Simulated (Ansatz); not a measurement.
# Ge: a one-atom displacement scan

This session takes Ge and sets out to measure how stiffly atom 5 (Ge) is held.

Program: Ansatz 0.2.0. Level of theory: DFT r2SCAN, scalar-relativistic, plane waves, PAW. These are calculated values, not measurements.

1 further run of the same task is left out (set aside as unsound or not needed). Runs told in other sessions of the task aren't counted.

## (1) The starting structure

The structure is hexagonal, space group P6_3/mmc (No. 194). Conventional cell: a = 4.003 Å, b = 4.003 Å, c = 13.153 Å, α = 90.00°, β = 90.00°, γ = 120.00°. Around Ge (site symmetry 3m) lie 4 Ge at 2.45 Å. Ge (site symmetry 3m) is surrounded by 4 Ge at 2.45 to 2.48 Å.

As a file:

```
CELL_PARAMETERS angstrom
4.00346 0.00000 0.00000
-2.00173 3.46709 0.00000
0.00000 0.00000 13.15265
ATOMIC_POSITIONS crystal
Ge 0.00000 0.00000 0.40684
Ge 0.00000 0.00000 0.59316
Ge 0.00000 0.00000 0.90684
Ge 0.00000 0.00000 0.09316
Ge 0.33333 0.66667 0.34412
Ge 0.66667 0.33333 0.65588
Ge 0.66667 0.33333 0.84412
Ge 0.33333 0.66667 0.15588
```

It goes back to an entry of the Materials Project, which need not be the stable form.

This cell was relaxed beforehand with the same method: volume 22.82 Å³/atom, gap on the mesh 0.27 eV.

## (2) Zero of energy

Reference values: F = -34423.1920 eV; pressure 0.00 GPa; largest force 0.001 eV/Å; gap on the mesh 0.27 eV. It was computed beforehand with the settings of the runs below.

## (3) Setting up a one-atom displacement scan

Atom 5 (Ge) is moved by x along the Cartesian unit vector (0.000, -0.942, 0.336); the cell and all other atoms stay fixed. Forces below are components along that vector, summed over the moved atoms. In a periodic cell its images move with it.

## (4) x = -0.200 Å

File input.yaml:

```yaml
crystal:
  lattice:
    - [4.0034553959, 0.0, 0.0]
    - [-2.0017276979, 3.4670940758, 0.0]
    - [0.0, 0.0, 13.1526505064]
  atoms:
    - { symbol: Ge, position: [0.0, 0.0, 0.4068365158] }
    - { symbol: Ge, position: [0.0, 0.0, 0.5931634842] }
    - { symbol: Ge, position: [0.0, 0.0, 0.9068365158] }
    - { symbol: Ge, position: [0.0, 0.0, 0.0931634842] }
    - { symbol: Ge, position: [0.3604977071, 0.7209954142, 0.3390050555] }
    - { symbol: Ge, position: [0.6666666667, 0.3333333333, 0.65588368] }
    - { symbol: Ge, position: [0.6666666667, 0.3333333333, 0.84411632] }
    - { symbol: Ge, position: [0.3333333333, 0.6666666667, 0.15588368] }
basis:
  ecutwfc: 500
kpoints:
  mp_grid: { grid: [12, 12, 4] }
hamiltonian:
  xc: r2scan
scf:
  occupations: { method: gaussian, width: 0.03 }
output:
  forces: true
  stress: true
  eigenvalues: true
  write_density: true
  write_potential: true
  elf: true
  volumetric_format: npy
```

Command:

```bash
$ ansatz run input.yaml --threads 2 --pin off --max-ram 5120MiB --backend cpu --events-out ev --progress --plain --runs-dir out
```

Output (excerpt; [...] marks lines left out):

```text
Warning: RAYON_NUM_THREADS=2 ignored (pool sized by the plan → 2); use --threads N
[...]
Pseudopotentials: kind: paw
Pseudopotential: Ge, paw, valence charge 14, recommended cutoff 500 eV (meta_gga), Ge.paw.azcp
Functional definition: r2SCAN
[...]
Crystal: 8 atoms, lattice volume = 182.563 Å³
Basis set: ecut = 500 eV, 4673 PW (Γ), exchange–correlation on 120×120×384 points (64 copies of the dense FFT grid, shifted against one another)
Bands: 68, of which v1, the nominal top of the filled ones, is band 56 counted from 1 (55 counted from 0)
Symmetry: 2 space group operations
Space group: Cm (ITA 8), of the structure as read, at distance tolerance 5.7e-5 Å
k-points: 164 of 576 (time reversal used)
[...]
SCF iter   1: F=—  HF=-34422.966480 eV  |F-HF|=—  |Δ(HF+E_count)|=         —  Δρ=6.61e-3  dr2=3.04e-2  dr2_τ=1.77e-2  ethr=1.77e-3  ⟨swp⟩=6.3  Hψ=39308  notcnv=0  defer=78
[...]
SCF iter   8: F=-34423.001967 eV  HF=-34423.001967 eV  |F-HF|=7.47e-8  |Δ(HF+E_count)|=   2.76e-8  Δρ=3.06e-6  dr2=9.42e-8  dr2_τ=5.59e-10  ethr=8.93e-11  ⟨swp⟩=13.8  Hψ=78190  notcnv=0
[...]
SCF converged after 8 iterations
Free energy (F): -34423.001967 eV
[...]
E sigma→0 (E₀):  -34423.001908 eV
Entropy (-TS):   -0.000119 eV (-0.015 meV/atom)
Fermi energy:    8.672407 eV
[...]
--- Forces (eV/Å), atoms counted from 1 ---
  atom   1  Ge     0.00000000     1.48405073    -0.14796788
  atom   2  Ge    -0.00000000    -0.01236798    -0.03844591
  atom   3  Ge     0.00000000     0.04148779    -0.00087364
  atom   4  Ge    -0.00000000    -0.03938080    -0.04411179
  atom   5  Ge    -0.00000000    -1.57242695     0.63817362
  atom   6  Ge    -0.00000000    -0.00739893    -0.02086323
  atom   7  Ge    -0.00000000    -0.01735242     0.00353565
  atom   8  Ge     0.00000000     0.12338502    -0.38945386
[...]
--- Stress (GPa, compression-positive) ---
        0.936141      -0.000000       0.000000
       -0.000000      -0.842420       0.669962
        0.000000       0.669962       0.637283
  P = ⅓ Tr σ = 0.2437 GPa (2.437 kbar)
--- Band table (eV; the first three rows and the last of 164) ---
[...]
```

Wall time 4.2 min (2 threads of Arm Neoverse V1, shared host); peak memory 1.9 GiB.

The maps below are laid out on this run's own conventional cell (a, b, c = 6.934, 4.003, 13.153 Å).

Density in a lattice plane of the grid's cell (edges 6.93 and 13.15 Å, at 0.000 of the third edge), which holds Ge.

Ten even steps from '0' (0.01 e/Å³) to '9' (49.43 e/Å³):
```
000000000000
900000000000
000000009000
000000000000
000000000000
000000000000
000000009000
900000000000
000000000000
000000000000
000000000000
900000000000
000051000000
000000000000
000000000000
000000000000
000090000000
900000000000
000000000000
000000000000
```
Columns run along the first of these edges and rows up along the second, over one cell in 12 and 20 even steps from the bottom left corner. Atoms in the plane (fractional): Ge at (0.00, 0.41), Ge at (0.00, 0.59), Ge at (0.00, 0.91), Ge at (0.00, 0.09), Ge at (0.36, 0.34), Ge at (0.67, 0.66), Ge at (0.67, 0.84), Ge at (0.33, 0.16).

ELF in the same plane.

Values, 12 rows by 6 columns:
```
0.15 0.39 0.02 0.33 0.36 0.67
0.36 0.33 0.02 0.39 0.12 0.66
0.02 0.02 0.01 0.34 0.79 0.29
0.36 0.33 0.02 0.39 0.12 0.66
0.15 0.39 0.02 0.34 0.36 0.67
0.81 0.33 0.02 0.02 0.03 0.34
0.15 0.64 0.37 0.37 0.02 0.38
0.36 0.70 0.01 0.37 0.02 0.31
0.02 0.23 0.77 0.45 0.01 0.02
0.36 0.67 0.12 0.38 0.02 0.33
0.15 0.66 0.37 0.34 0.02 0.39
0.81 0.32 0.03 0.02 0.03 0.31
```
Columns run along the first of these edges and rows up along the second, over one cell in 6 and 12 even steps from the bottom left corner. Atoms in the plane (fractional): Ge at (0.00, 0.41), Ge at (0.00, 0.59), Ge at (0.00, 0.91), Ge at (0.00, 0.09), Ge at (0.36, 0.34), Ge at (0.67, 0.66), Ge at (0.67, 0.84), Ge at (0.33, 0.16).

Both are smooth fields of the valence electrons: close to the nuclei they are not physical.

The highest ELF values outside the cores: 0.81 on the Ge–Ge line, 1.2 Å from Ge.

## (5) At x = 0.133 Å

Edit input.yaml of step 4 so:

```diff
@@ -10,3 +10,3 @@
     - { symbol: Ge, position: [0.0, 0.0, 0.0931634842] }
-    - { symbol: Ge, position: [0.3604977071, 0.7209954142, 0.3390050555] }
+    - { symbol: Ge, position: [0.3152282782, 0.6304565565, 0.3475229778] }
     - { symbol: Ge, position: [0.6666666667, 0.3333333333, 0.65588368] }
@@ -26,5 +26 @@
   eigenvalues: true
-  write_density: true
-  write_potential: true
-  elf: true
-  volumetric_format: npy
```

Command:

```bash
$ ansatz run input.yaml --threads 2 --pin off --max-ram 5120MiB --backend cpu --events-out ev --progress --plain --runs-dir out
```

Output (excerpt; [...] marks lines left out):

```text
Warning: RAYON_NUM_THREADS=2 ignored (pool sized by the plan → 2); use --threads N
[...]
[... 3 set-up lines as earlier in the session ...]
[...]
Crystal: 8 atoms, lattice volume = 182.563 Å³
Basis set: ecut = 500 eV, 4673 PW (Γ), exchange–correlation on 120×120×384 points (64 copies of the dense FFT grid, shifted against one another)
Bands: 68, of which v1, the nominal top of the filled ones, is band 56 counted from 1 (55 counted from 0)
[... 2 set-up lines as earlier in the session ...]
k-points: 164 of 576 (time reversal used)
[...]
SCF iter   1: F=—  HF=-34423.039944 eV  |F-HF|=—  |Δ(HF+E_count)|=         —  Δρ=6.57e-3  dr2=2.63e-2  dr2_τ=1.77e-2  ethr=1.77e-3  ⟨swp⟩=6.3  Hψ=39472  notcnv=0  defer=50
[...]
SCF converged after 7 iterations
Free energy (F): -34423.076522 eV
[...]
E sigma→0 (E₀):  -34423.076522 eV
Entropy (-TS):   -0.000001 eV (-0.000 meV/atom)
Fermi energy:    8.517005 eV
[...]
--- Forces (eV/Å), atoms counted from 1 ---
  atom   1  Ge    -0.00000000    -1.61318006     0.36214892
  atom   2  Ge     0.00000000     0.00912217     0.02618558
  atom   3  Ge    -0.00000000    -0.02668375    -0.00483472
  atom   4  Ge     0.00000000     0.01893157     0.02702122
  atom   5  Ge     0.00000000     1.71096021    -0.67354023
  atom   6  Ge     0.00000000     0.00230053     0.00778877
  atom   7  Ge     0.00000000     0.01021359     0.00002802
  atom   8  Ge    -0.00000000    -0.11166972     0.25520344
[...]
--- Stress (GPa, compression-positive) ---
       -0.522139       0.000000      -0.000000
        0.000000       1.317882      -0.689143
       -0.000000      -0.689143      -0.262510
  P = ⅓ Tr σ = 0.1777 GPa (1.777 kbar)
--- Band table (eV; the first three rows and the last of 164) ---
[...]
```

Wall time 2.7 min (2 threads of Arm Neoverse V1, shared host); peak memory 1.9 GiB.

## (6) x = -0.067 Å

Edit input.yaml of step 5 so:

```diff
@@ -10,3 +10,3 @@
     - { symbol: Ge, position: [0.0, 0.0, 0.0931634842] }
-    - { symbol: Ge, position: [0.3152282782, 0.6304565565, 0.3475229778] }
+    - { symbol: Ge, position: [0.342392652, 0.684785304, 0.3424117133] }
     - { symbol: Ge, position: [0.6666666667, 0.3333333333, 0.65588368] }
```

Command:

```bash
$ ansatz run input.yaml --threads 2 --pin off --max-ram 5120MiB --backend cpu --events-out ev --progress --plain --runs-dir out
```

Output (excerpt; [...] marks lines left out):

```text
Warning: RAYON_NUM_THREADS=2 ignored (pool sized by the plan → 2); use --threads N
[...]
[... 3 set-up lines as earlier in the session ...]
[...]
Crystal: 8 atoms, lattice volume = 182.563 Å³
Basis set: ecut = 500 eV, 4673 PW (Γ), exchange–correlation on 120×120×384 points (64 copies of the dense FFT grid, shifted against one another)
Bands: 68, of which v1, the nominal top of the filled ones, is band 56 counted from 1 (55 counted from 0)
[... 2 set-up lines as earlier in the session ...]
k-points: 164 of 576 (time reversal used)
[...]
SCF iter   1: F=—  HF=-34423.131609 eV  |F-HF|=—  |Δ(HF+E_count)|=         —  Δρ=6.59e-3  dr2=2.67e-2  dr2_τ=1.76e-2  ethr=1.77e-3  ⟨swp⟩=6.3  Hψ=39258  notcnv=0  defer=72
[...]
SCF iter   7: F=-34423.167950 eV  HF=-34423.167950 eV  |F-HF|=3.04e-8  |Δ(HF+E_count)|=   2.12e-7  Δρ=4.35e-6  dr2=4.27e-8  dr2_τ=5.81e-10  ethr=8.93e-11  ⟨swp⟩=8.4  Hψ=37947  notcnv=0
[...]
SCF converged after 7 iterations
Free energy (F): -34423.167950 eV
[...]
E sigma→0 (E₀):  -34423.167950 eV
Fermi energy:    8.550117 eV
[...]
--- Forces (eV/Å), atoms counted from 1 ---
  atom   1  Ge     0.00000000     0.61268078    -0.09694309
  atom   2  Ge    -0.00000000    -0.00598387    -0.01355757
  atom   3  Ge     0.00000000     0.01348178     0.00108019
  atom   4  Ge    -0.00000000    -0.01058304    -0.01448963
  atom   5  Ge    -0.00000000    -0.65073450     0.25990400
  atom   6  Ge    -0.00000000    -0.00091295    -0.00459586
  atom   7  Ge    -0.00000000    -0.00568494    -0.00065304
  atom   8  Ge     0.00000000     0.04773900    -0.13074578
[...]
--- Stress (GPa, compression-positive) ---
        0.293171      -0.000000       0.000000
       -0.000000      -0.406720       0.264910
        0.000000       0.264910       0.188493
  P = ⅓ Tr σ = 0.0250 GPa (0.250 kbar)
--- Band table (eV; the first three rows and the last of 164) ---
[...]
```

Wall time 2.8 min (2 threads of Arm Neoverse V1, shared host); peak memory 1.9 GiB.

## (7) The scan collected

All points in order; energies are free energies above the reference cell:

| x (Å) | ΔE (meV/cell) | force on the moved atoms (eV/Å) | pressure (GPa) | gap on the mesh (eV) |
| --- | --- | --- | --- | --- |
| -0.200 | 190.1 | 1.695 | 0.2 | 0.02 |
| -0.067 | 24.1 | 0.700 | 0.0 | 0.18 |
| 0.000 | 0.0 | 0.000 | 0.0 | 0.27 |
| 0.133 | 115.5 | -1.838 | 0.2 | 0.12 |

## (8) Results

| quantity | value |
| --- | --- |
| force constant along x, from the points at -0.067, 0 and 0.133 Å | 11.60 eV/Å² |

What this shows: The restoring force grows by 11.60 eV/Å per Å near the site; for the mass of Ge against a rigid frame that is a vibration of about 208 cm⁻¹. The step of 0.13 Å is wide, so anharmonic terms mix in. No sampled point lies below the undisturbed cell. The gap on the mesh stays between 0.02 and 0.27 eV.
